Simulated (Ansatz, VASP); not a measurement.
Two plane-wave programs on HfO2

INCAR

```
SYSTEM = HfO2
PREC = Accurate ; ENCUT = 520
EDIFF = 1E-6 ; ISMEAR = 0
SIGMA = 0.05 ; LREAL = .False.
LASPH = .True. ; NELM = 60
ALGO = Normal ; ISIF = 2
LWAVE = .False. ; LCHARG = .False.
GGA = PE ; NBANDS = 56
```

Contents of KPOINTS:

```
regular mesh
0
Gamma
  6 6 3
  0 0 0
```

The input POSCAR:

```
HfO2
1.0
   -2.5488057606     -2.5488057606      0.0000000000
    2.5488057606     -2.5488057606      0.0000000000
    0.0000000000      0.0000000000     10.1952230425
Hf O
4 8
Direct
    0.5000000000      0.5000000000      0.2500000000
    0.0000000000      0.0000000000      0.5000000000
    0.5000000000      0.5000000000      0.7500000000
    0.0000000000      0.0000000000      0.0000000000
    0.5000000000      0.0000000000      0.1250000000
    0.0000000000      0.5000000000      0.3750000000
    0.5000000000      0.0000000000      0.6250000000
    0.0000000000      0.5000000000      0.8750000000
    0.5000000000      0.0000000000      0.3750000000
    0.0000000000      0.5000000000      0.6250000000
    0.5000000000      0.0000000000      0.8750000000
    0.0000000000      0.5000000000      0.1250000000
```

Input for Ansatz:

```yaml
crystal:
  lattice:
    - [-2.5488057606, -2.5488057606, 0.0]
    - [2.5488057606, -2.5488057606, 0.0]
    - [0.0, 0.0, 10.1952230425]
  atoms:
    - { symbol: Hf, position: [0.5, 0.5, 0.25] }
    - { symbol: Hf, position: [0.0, 0.0, 0.5] }
    - { symbol: Hf, position: [0.5, 0.5, 0.75] }
    - { symbol: Hf, position: [0.0, 0.0, 0.0] }
    - { symbol: O, position: [0.5, 0.0, 0.125] }
    - { symbol: O, position: [0.0, 0.5, 0.375] }
    - { symbol: O, position: [0.5, 0.0, 0.625] }
    - { symbol: O, position: [0.0, 0.5, 0.875] }
    - { symbol: O, position: [0.5, 0.0, 0.375] }
    - { symbol: O, position: [0.0, 0.5, 0.625] }
    - { symbol: O, position: [0.5, 0.0, 0.875] }
    - { symbol: O, position: [0.0, 0.5, 0.125] }
basis:
  ecutwfc: 420
kpoints:
  mp_grid: { grid: [6, 6, 3] }
hamiltonian:
  xc: pbe
scf:
  occupations: { method: gaussian, width: 0.05 }
output:
  forces: true
  stress: true
  eigenvalues: true
  write_density: true
  write_potential: true
  elf: true
  volumetric_format: npy
```

Alike in both runs: task single point; functional PBE; k mesh 6 × 6 × 3; occupations gaussian, width 0.05 eV; no spin polarisation.

|  | VASP | Ansatz |
| --- | --- | --- |
| version | VASP 6.6.1 | Ansatz 0.2.0 |
| potentials or method | VASP PAW PBE potentials, release 64 (Hf_pv, O) | scalar-relativistic, plane waves, PAW |
| plane-wave cutoff (eV) | 520 | 420 |
| valence electrons in the cell | 88 | 152 |

VASP gave:

* gap on the k mesh at the Fermi level (eV): 3.76
* least direct gap on the mesh (eV): 3.76
* pressure (GPa): -3.6

Estimate Ansatz's values.

gap on the k mesh at the Fermi level (eV): 3.75; least direct gap on the mesh (eV): 3.75; pressure (GPa): 0.0.

With one functional, cell and mesh, what is left measures potentials, basis and numerics. The two sets of potentials don't hold the same shells in valence.

Caveats: spin-orbit coupling is left out, which moves the levels of the heavy elements; an odd mesh through Γ misses points on the zone boundary, where band edges often lie.
